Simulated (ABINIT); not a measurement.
Bi in ABINIT: the effect of functional

Crystal: Bi.

```
Bi
1.0
    -1.98143    1.98143    1.98143
     1.98143   -1.98143    1.98143
     1.98143    1.98143   -1.98143
Bi
1
Direct
  0.00000 0.00000 0.00000
```

This isn't the form of Bi at room conditions, which is rhombohedral.

Alike in all runs:

- Program: ABINIT 10.8.3 (patched build)
- Task: band structure
- Potentials or basis: JTH PAW PBE v2.0
- Cutoff: 707 eV
- k mesh: 9 × 9 × 9
- Occupations: fermi-dirac, width 0.05 eV
- Spin: no spin polarisation

```csv
functional,pressure (GPa)
PBE,0.3
LDA,-3.8
PBEsol,-2.5
RPBE,1.7
BLYP,?
AM05,-2.4
r2SCAN,-0.4
SCAN,-1.8
revPBE,1.3
PW91,0.3
WC,-2.3
```

Question: What does the run with functional BLYP give?

Answer: Pressure 4.5 GPa.

Caveats: the PAW data sets were made with another functional, which shifts forces and pressure a little (some runs).
